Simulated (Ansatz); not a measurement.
Crystal: Fe.

```
Fe
1.0
     2.43416    0.00000    0.00000
    -1.21708    2.10804    0.00000
     0.00000    0.00000    3.84193
Fe
2
Direct
  0.66667 0.33333 0.75000
  0.33333 0.66667 0.25000
```

This isn't the form of Fe at room conditions, which is bcc.

Program: Ansatz 0.2.0. Alike in all runs: potentials or basis Ansatz PAW; spin collinear, ferromagnetic start; cell as given; smearing fermi-dirac 0.05 eV. Hardware: 2 threads of Intel(R) Xeon(R) Processor @ 2.50GHz (Skylake/Cascade Lake), with other jobs on the host.

Problem. Order these runs on this cell by their wall time, lowest first.
A. task band structure; level HSEsol; k mesh 6 × 6 × 4; cutoff (eV) 420; points for each segment of the path 4; mesh quality coarse
B. task single point; level PBEsol0; k mesh 6 × 6 × 4; cutoff (eV) 420; mesh quality coarse
C. task band structure; level r2SCAN; k mesh 12 × 12 × 7; cutoff (eV) 500; points for each segment of the path 14; mesh quality not flagged

Solution. C (31 s), B (98 s), A (560 s).

Caveats: some runs use coarse meshes; the magnetic or orbital state may not be the lowest.

Not every run made on this cell is shown here.
